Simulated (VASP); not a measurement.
All values below come from PBE GGA, VASP's PBE PAW potentials (set 64) (plane waves; VASP).

The input files of a VASP run:

File KPOINTS:
```
Automatic mesh
0
Gamma
7 7 4
0 0 0
```

POSCAR:
```
InN
11.40
  0.1552631579  -0.2689236842   0.0000000000
  0.1552631579   0.2689236842   0.0000000000
  0.0000000000   0.0000000000   0.5000000000
In N
2 2
Cartesian
  0.1552631579  -0.0896414074   0.2500000000
  0.1552631579   0.0896414074   0.0000000000
  0.1552631579  -0.0896414074   0.4395000000
  0.1552631579   0.0896414074   0.1895000000
```

**INCAR**
```
! general
SYSTEM  = InN
PREC    = Accurate
ENCUT   = 520
LREAL   = .FALSE.
LASPH   = .TRUE.   ! aspherical one-centre terms
NBANDS  = 26

! electronic loop
EDIFF   = 1E-6
NELM    = 100   ! most electronic steps
ALGO    = Normal
LMAXMIX = 4   ! l cut-off of mixed one-centre charges

! smearing
ISMEAR  = 0   ! Gaussian
SIGMA   = 0.05

! functional
GGA     = PE

! ions
ISIF    = 2   ! forces and stress, cell fixed

! output
LWAVE   = .FALSE.
LCHARG  = .FALSE.
```

POTCAR, in this order: In_d N (PBE.64 set). Program: vasp_std.

What VASP printed:

**OSZICAR**
```
       N       E                     dE             d eps       ncg     rms          rms(c)
DAV:   1     0.358598070178E+03    0.35860E+03   -0.17769E+04  1248   0.194E+03
DAV:   2     0.215468700163E+02   -0.33705E+03   -0.32220E+03  1304   0.444E+02
DAV:   3    -0.238434127972E+02   -0.45390E+02   -0.44163E+02  1508   0.165E+02
DAV:   4    -0.259024001436E+02   -0.20590E+01   -0.20451E+01  1508   0.370E+01
DAV:   5    -0.259635920187E+02   -0.61192E-01   -0.61132E-01  1604   0.643E+00    0.148E+01
DAV:   6    -0.213301378644E+02    0.46335E+01   -0.13570E+01  1952   0.517E+01    0.945E+00
DAV:   7    -0.214040437243E+02   -0.73906E-01   -0.18621E+00  1396   0.106E+01    0.320E+00
DAV:   8    -0.213758122691E+02    0.28231E-01   -0.13797E-01  1988   0.318E+00    0.146E+00
DAV:   9    -0.213663474765E+02    0.94648E-02   -0.22251E-02  1978   0.213E+00    0.393E-01
DAV:  10    -0.213660853460E+02    0.26213E-03   -0.73375E-03  2050   0.104E+00    0.147E-01
DAV:  11    -0.213662338050E+02   -0.14846E-03   -0.10437E-03  1566   0.266E-01    0.136E-01
DAV:  12    -0.213661853410E+02    0.48464E-04   -0.17740E-04  1884   0.117E-01    0.234E-02
DAV:  13    -0.213661784365E+02    0.69045E-05   -0.49597E-05  1676   0.473E-02    0.597E-03
DAV:  14    -0.213661793533E+02   -0.91675E-06   -0.29829E-06  1236   0.191E-02
   1 F= -.21366179E+02 E0= -.21365985E+02  d E =-.388860E-03
```

OUTCAR:
```
------------------------ aborting loop because EDIFF is reached ----------------------------------------
  FORCE on cell =-STRESS in cart. coord.  units (eV):
  Direction    XX          YY          ZZ          XY          YZ          ZX
  --------------------------------------------------------------------------------------
  Total        1.9501487      1.9501487      2.2268883      0.0000000      0.0000000      0.0000000
  in kB       50.5087103     50.5087126     57.6762476      0.0000000      0.0000000      0.0000000
  external PRESSURE =      52.8978902 kB  Pullay stress =       0.0000000 kB
  volume of cell :       61.86
      direct lattice vectors                 reciprocal lattice vectors
     1.770000000 -3.065730000  0.000000000     0.282485876 -0.163093293  0.000000000
     1.770000000  3.065730000  0.000000000     0.282485876  0.163093293  0.000000000
     0.000000000  0.000000000  5.700000000     0.000000000  0.000000000  0.175438596
 POSITION                                       TOTAL-FORCE (eV/Angst)
 -----------------------------------------------------------------------------------
      1.77000     -1.02191      2.85000        -0.000000      0.000000     -0.034775
      1.77000      1.02191      0.00000        -0.000000     -0.000000     -0.034775
      1.77000     -1.02191      5.01030         0.000000     -0.000000      0.034775
      1.77000      1.02191      2.16030        -0.000000      0.000000      0.034775
 -----------------------------------------------------------------------------------
    total drift:                               -0.000000      0.001515      0.000441
  FREE ENERGIE OF THE ION-ELECTRON SYSTEM (eV)
  ---------------------------------------------------
  free  energy   TOTEN  =       -21.3661793533 eV

  energy  without entropy=      -21.3657904933  energy(sigma->0) =      -21.36598492
```
(Selected blocks of OUTCAR.)

OUTCAR:
```
 val. band max:        6.5487901201   @ k =   0.0000   0.0000   0.0000

 cond. band min:       7.8501879433   @ k =   0.0000   0.0000   0.2500


 Fermi energy:         6.5602264854

 k-point     1 :       0.0000    0.0000    0.0000
  band No.  band energies     occupation
      1      -8.2753      2.00000
      2      -8.0594      2.00000
      3      -6.8235      2.00000
      4      -6.8066      2.00000
      5      -6.8066      2.00000
      6      -6.7346      2.00000
      7      -6.7346      2.00000
      8      -6.5264      2.00000
      9      -6.5264      2.00000
     10      -6.3777      2.00000
     11      -6.3777      2.00000
     12      -4.6763      2.00000
     13       0.7803      2.00000
     14       5.6636      2.00000
     15       5.6637      2.00000
     16       6.3154      2.00000
     17       6.5368      1.49254
     18       6.5488      1.25400
     19       6.5488      1.25366
     20       9.3344      0.00000
     21      13.4593      0.00000
     22      15.6506      0.00000
     23      15.6506      0.00000
     24      16.5197      0.00000
     25      16.9313      0.00000
     26      16.9313      0.00000

 k-point     2 :       0.1429   -0.0000    0.0000
  band No.  band energies     occupation
      1      -8.2725      2.00000
      2      -8.0757      2.00000
      3      -6.7933      2.00000
      4      -6.7725      2.00000
      5      -6.7065      2.00000
      6      -6.6848      2.00000
      7      -6.5944      2.00000
      8      -6.5451      2.00000
      9      -6.5259      2.00000
     10      -6.4108      2.00000
     11      -6.3721      2.00000
     12      -4.5479      2.00000
     13       1.0053      2.00000
     14       4.5459      2.00000
     15       4.9870      2.00000
     16       5.3509      2.00000
     17       6.3508      2.00000
     18       6.3914      2.00000
     19       7.9020      0.00000
     20      10.2671      0.00000
     21      13.3011      0.00000
     22      14.3666      0.00000
...
```

Unless said otherwise, spin-orbit coupling is left out, though it shifts the bands of the heavy elements here.

The compound is InN in the wurtzite structure. The cell was not relaxed at this level. The run is one of a series of settings (NBANDS = 26 against the base run), some of them coarse on purpose.
